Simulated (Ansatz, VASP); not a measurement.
**ZnS: VASP beside Ansatz**

Contents of INCAR:

```
SYSTEM = ZnS
ALGO = Normal ; EDIFF = 1E-6
ENCUT = 520 ; GGA = PS
ISIF = 2 ; ISMEAR = 0
LASPH = .TRUE. ; LCHARG = .TRUE.
LELF = .TRUE. ; LREAL = .FALSE.
LVHAR = .TRUE. ; LWAVE = .FALSE.
NBANDS = 26 ; NELM = 100
PREC = Accurate ; SIGMA = 0.05
```

The input KPOINTS:

```
k-points
0
G
  9 9 6
  0 0 0
```

File POSCAR:

```
ZnS
1.0
    3.8109987816      0.0000000000      0.0000000000
   -1.9054993908      3.3004217586      0.0000000000
    0.0000000000      0.0000000000      6.2340000000
Zn S
2 2
Direct
    0.3333333333      0.6666666667      0.0000000000
    0.6666666667      0.3333333333      0.5000000000
    0.3333333333      0.6666666667      0.3850000000
    0.6666666667      0.3333333333      0.8850000000
```

Input for Ansatz:

```yaml
crystal:
  lattice:
    - [3.8109987816, 0.0, 0.0]
    - [-1.9054993908, 3.3004217586, 0.0]
    - [0.0, 0.0, 6.234]
  atoms:
    - { symbol: Zn, position: [0.3333333333, 0.6666666667, 0.0] }
    - { symbol: Zn, position: [0.6666666667, 0.3333333333, 0.5] }
    - { symbol: S, position: [0.3333333333, 0.6666666667, 0.385] }
    - { symbol: S, position: [0.6666666667, 0.3333333333, 0.885] }
basis:
  ecutwfc: 420
kpoints:
  mp_grid: { grid: [9, 9, 6] }
hamiltonian:
  xc: pbesol
scf:
  occupations: { method: gaussian, width: 0.05 }
output:
  forces: true
  stress: true
  eigenvalues: true
```

Alike in both runs: task single point; functional PBEsol; k mesh 9 × 9 × 6; occupations gaussian, width 0.05 eV; no spin polarisation.

|  | VASP | Ansatz |
| --- | --- | --- |
| version | VASP 6.6.1 | Ansatz 0.2.0 |
| potentials or method | VASP PAW PBE potentials, release 64 (Zn, S) | scalar-relativistic, plane waves, PAW |
| plane-wave cutoff (eV) | 520 | 420 |
| valence electrons in the cell | 36 | 36 |

|  | VASP | Ansatz | Ansatz less VASP |
| --- | --- | --- | --- |
| gap on the k mesh at the Fermi level (eV) | 2.12 | 2.11 | -0.006 |
| least direct gap on the mesh (eV) | 2.12 | 2.11 | -0.006 |
| pressure (GPa) | -1.1 | -1.3 | -0.18 |
| largest component of the traceless stress (GPa) | 1.23 | 1.22 | -0.015 |
| rms of the force components (eV/Å) | 0.178 | 0.177 | -0.0013 |

Atom by atom the forces differ by 0.001 eV/Å (rms over components).

Caveats: the PAW data sets were made with another functional, which shifts forces and pressure a little (VASP). As with any semilocal functional, this PBEsol gap is likely too small.
